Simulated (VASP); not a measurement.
# GaSb: relaxation of cell and atoms with PBE

Crystal: GaSb.

```
Sb Ga
1.0
     0.00000    3.05900    3.05900
     3.05900    0.00000    3.05900
     3.05900    3.05900    0.00000
Sb Ga
1 1
Direct
  0.75000 0.75000 0.75000
  0.00000 0.00000 0.00000
```

```yaml
Program: VASP 6.6.1
Task: relaxation of cell and atoms
Functional: PBE
Potentials_or_basis: VASP PAW PBE potentials, release 64 (Sb, Ga_h)
Cutoff: 980 eV
k_mesh: 8 × 8 × 8
Occupations: fermi-dirac, width 0.05 eV
Spin: no spin polarisation
Further_INCAR_settings: ALGO = Fast; EDIFF = 1e-06; IBRION = 2; EDIFFG = -0.01; NSW = 60; ISIF = 3
```

The relaxed volume is 29.97 Å³/atom, the relaxed cell is a = 4.393 Å, b = 4.393 Å, c = 4.393 Å, α = 60.00°, β = 60.00°, γ = 60.00° and the space group after relaxing (to 0.05 Å) is F-43m (No. 216). The energy gained by relaxing is 10.1 meV/atom. The ionic steps are 16 and the pressure after relaxing is 0.0 GPa. The band gap on the k mesh is none (metal or under the smearing width).

Step by step:
```tsv
step	energy change (eV)	largest force (eV/Å)	pressure (GPa)	volume (Å³)
1	0.0000	0.0000	2.33	57.25
2	-0.0190	0.0000	-0.24	60.77
3	-0.0201	0.0000	-0.28	60.25
4	-0.0201	0.0000	-0.11	59.91
5	-0.0199	0.0000	0.31	59.71
6	-0.0201	0.0000	0.08	59.86
7	-0.0201	0.0000	0.12	59.86
8	-0.0201	0.0000	0.16	59.88
9	-0.0201	0.0000	0.14	59.88
10	-0.0201	0.0000	0.13	59.88
11	-0.0201	0.0000	0.13	59.88
12	-0.0201	0.0000	0.13	59.88
13	-0.0201	0.0000	0.12	59.89
14	-0.0201	0.0000	0.07	59.89
15	-0.0201	0.0000	0.14	59.91
16	-0.0201	0.0000	0.00	59.94
```

Final structure:
```xyz
2
Lattice="0.0000 3.1061 3.1061 3.1061 0.0000 3.1061 3.1061 3.1061 0.0000" Properties=species:S:1:pos:R:3 pbc="T T T"
Sb    4.6592    4.6592    4.6592
Ga    3.1061    3.1061    0.0000
```

Levels at points of the mesh, in eV from the Fermi level:
```tsv
k point	band 6	band 7	band 8	band 9	band 10	band 11	band 12	band 13
(0.00, 0.00, 0.00)	-11.21	-0.32	-0.04	-0.04	-0.04	2.75	2.75	2.75
(0.50, 0.00, 0.00)	-9.70	-6.19	-1.12	-1.12	0.27	3.71	3.71	6.45
(0.50, 0.50, 0.00)	-8.93	-6.65	-2.46	-2.46	0.91	1.30	8.34	8.34
```

It took 6.7 min on 1 thread of Intel(R) Xeon(R) Platinum 8488C (Sapphire Rapids), with other jobs on the host, peak memory 0.39 GiB.

Caveat: this crystal is a semiconductor, whose small gap the functional closes, so the metal is an error of the method. Zero-point motion and thermal expansion aren't in these numbers.
